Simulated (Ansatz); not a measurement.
# Co: the cost of one run

Program: Ansatz 0.2.0. Level of theory: DFT PBE, scalar-relativistic, plane waves, PAW. These are calculated values, not measurements.

## Step 1: Starting point

The structure is cubic, space group Fd-3m (No. 227). The conventional cell has a = 6.435 Å, b = 6.435 Å, c = 6.435 Å, α = 90.00°, β = 90.00°, γ = 90.00°. Around Co (site symmetry -43m) lie 16 Co at 2.67 to 2.79 Å. Co (site symmetry -3m) is surrounded by 6 Co at 2.28 Å.

Coordinates:

```cif
data_structure
_symmetry_space_group_name_H-M 'Fd-3m:1'
_symmetry_Int_Tables_number 227
_cell_length_a 6.4347
_cell_length_b 6.4347
_cell_length_c 6.4347
_cell_angle_alpha 90.000
_cell_angle_beta 90.000
_cell_angle_gamma 90.000
_cell_volume 266.44
loop_
_atom_site_label
_atom_site_type_symbol
_atom_site_symmetry_multiplicity
_atom_site_Wyckoff_symbol
_atom_site_fract_x
_atom_site_fract_y
_atom_site_fract_z
_atom_site_occupancy
Co1 Co 8 b 0.25000 0.75000 0.25000 1
Co2 Co 16 c 0.87500 0.87500 0.12500 1
```

(A quick probe on a coarse mesh, which set the mesh and smearing, is not shown.)

## Step 3: Coarse relaxation

The input, input.yaml:

```yaml
crystal:
  lattice:
    - [0.0, 3.21737176, 3.21737176]
    - [3.21737176, 0.0, 3.21737176]
    - [3.21737176, 3.21737176, 0.0]
  atoms:
    - { symbol: Co, position: [0.25, 0.25, 0.25], spin: 1.98 }
    - { symbol: Co, position: [0.0, 0.0, 0.0], spin: 1.98 }
    - { symbol: Co, position: [0.625, 0.625, 0.125], spin: 1.93 }
    - { symbol: Co, position: [0.625, 0.125, 0.625], spin: 1.93 }
    - { symbol: Co, position: [0.125, 0.625, 0.625], spin: 1.93 }
    - { symbol: Co, position: [0.625, 0.625, 0.625], spin: 1.93 }
basis:
  ecutwfc: 420
kpoints:
  mp_grid: { grid: [6, 6, 6] }
hamiltonian:
  xc: pbe
scf:
  occupations: { method: gaussian, width: 0.1 }
  lower_state_search: "off"
output:
  forces: true
  stress: true
  eigenvalues: true
  populations: true
magnetization:
  spin_polarized: true
relax:
  adjacent_minimum: "off"
  f_tol: 0.04
  max_steps: 70
  cell: { stress_tol: 0.4 }
```

Q: Estimate wall time and peak memory on 1 thread of an x86-64 CPU, shared host.

About 41 s, with a peak of 0.5 GiB.
